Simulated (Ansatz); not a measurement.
`CC(Cl)C=O` + H₂ → `CCC=O` + HCl  (hydrogenolysis of a C–Cl bond)

Calculated with Ansatz (gas phase, PBE0-D4/def2-TZVP geometries, no zero-point term in ΔE). CCSD(T)/CBS is the MP2 limit (def2-TZVPP, def2-QZVPP) plus CCSD(T) − MP2 in def2-TZVPP, frozen cores. This one scheme is used for every species. Functionals use def2-TZVPP. B3LYP here is the variant with VWN-RPA as its local correlation; programs differ in this. One conformer a species, not always the lowest.

Task: Is it downhill or uphill in electronic energy at CCSD(T)/CBS, and by how much? (Best estimate.)

Result: Computed: Downhill: ΔE = -75.6 kJ/mol.

Task: What do these levels give: B3LYP-D4, B3LYP, RPA@PBE/def2-TZVPP, MP2/def2-SVP, CCSD/def2-TZVPP, HF/CBS(def2)? (An estimate is asked.)

Result: Ansatz gave: B3LYP-D4 -75.6, B3LYP -85.1, RPA@PBE/def2-TZVPP -75.5, MP2/def2-SVP -77.2, CCSD/def2-TZVPP -84.6, HF/CBS(def2) -98.9 kJ/mol.

Task: What do rigid-rotor, harmonic-oscillator terms from PBE0-D4/def2-TZVP frequencies (298.15 K, 1 bar) make of the CCSD(T)/CBS value? (An estimate is asked.)

Result: Ansatz gave: ΔZPE = +14.5 kJ/mol, ΔH = -63.1 kJ/mol, ΔS = 30 J/(mol·K), ΔG = -71.9 kJ/mol.

Largest T1 diagnostic among the species: 0.013.

Leaving LDA and LC-ωPBE aside and taking each functional with its dispersion term where it has one, the values, not all of them listed here, spread over 17.2 kJ/mol, from BHLYP-D4 to revPBE-D4. LDA lies +6.0 kJ/mol from PBE without D4. At CCSD(T), def2-SVP lies −5.4 kJ/mol from the extrapolated value and def2-TZVPP −2.7 kJ/mol. From r2SCAN to r2SCAN0 (25 % exact exchange), in def2-TZVPP and without D4, ΔE moves by −5.6 kJ/mol.
